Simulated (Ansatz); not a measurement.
# GaH: the cost of one run

Program: Ansatz 0.2.0. Level of theory: DFT PBE, scalar-relativistic, plane waves, PAW. These are calculated values, not measurements.

6 further runs of the same task are left out: 1 for a known fault of the program, 1 that didn't finish, 4 set aside as unsound or not needed.

**1. Starting point**

It takes space group I-43d (No. 220, cubic). The conventional cell has a = 6.104 Å, b = 6.104 Å, c = 6.104 Å, α = 90.00°, β = 90.00°, γ = 90.00°. Ga (site symmetry -4) has 8 Ga at 2.85 Å as nearest neighbours.

Coordinates:

```
CELL_PARAMETERS angstrom
-3.05199 3.05199 3.05199
3.05199 -3.05199 3.05199
3.05199 3.05199 -3.05199
ATOMIC_POSITIONS crystal
Ga 0.25000 0.62500 0.37500
Ga 0.37500 0.25000 0.62500
Ga 0.75000 0.87500 0.12500
Ga 0.12500 0.75000 0.87500
Ga 0.62500 0.37500 0.25000
Ga 0.87500 0.12500 0.75000
```

It is the result of an earlier relaxation at this level (volume 18.95 Å³/atom; gap on the mesh: none (metal)).

Its energy, with the smearing taken to zero, is -22697.9437 eV for the 6-atom cell on a 8×8×8 mesh; differences below count from it.

**2. Next: 6 H put on empty site 3 in one host cell**

The empty site lies 1.77 Å from the nearest host atom; the cell of 1 host cell is widened for the start only if the site is tight.

The cell holds 6 Ga, 6 H: a = 5.286 Å, b = 5.286 Å, c = 5.286 Å, α = 109.47°, β = 109.47°, γ = 109.47°.

**3. A first look at the start**

Input file input.yaml:

```yaml
crystal:
  lattice:
    - [-3.0519850374, 3.0519850374, 3.0519850374]
    - [3.0519850374, -3.0519850374, 3.0519850374]
    - [3.0519850374, 3.0519850374, -3.0519850374]
  atoms:
    - { symbol: Ga, position: [0.25, 0.625, 0.375] }
    - { symbol: Ga, position: [0.375, 0.25, 0.625] }
    - { symbol: Ga, position: [0.75, 0.875, 0.125] }
    - { symbol: Ga, position: [0.125, 0.75, 0.875] }
    - { symbol: Ga, position: [0.625, 0.375, 0.25] }
    - { symbol: Ga, position: [0.875, 0.125, 0.75] }
    - { symbol: H, position: [0.625, 0.75, 0.375] }
    - { symbol: H, position: [0.25, 0.125, 0.875] }
    - { symbol: H, position: [0.875, 0.25, 0.125] }
    - { symbol: H, position: [0.75, 0.375, 0.625] }
    - { symbol: H, position: [0.375, 0.625, 0.75] }
    - { symbol: H, position: [0.125, 0.875, 0.25] }
basis:
  ecutwfc: 420
kpoints:
  mp_grid: { grid: [4, 4, 4] }
hamiltonian:
  xc: pbe
scf:
  occupations: { method: gaussian, width: 0.1 }
output:
  forces: true
  stress: true
  eigenvalues: true
```

Run with:

```console
$ ansatz run input.yaml --threads 2 --pin off --max-ram 5120MiB --backend cpu --events-out ev --progress --plain --runs-dir out
```

Q: Estimate wall time and peak memory on 2 threads of INTEL XEON PLATINUM 8581C at 2.10GHz (Emerald Rapids), shared host.

About 1.3 s, with a peak of 0.42 GiB.
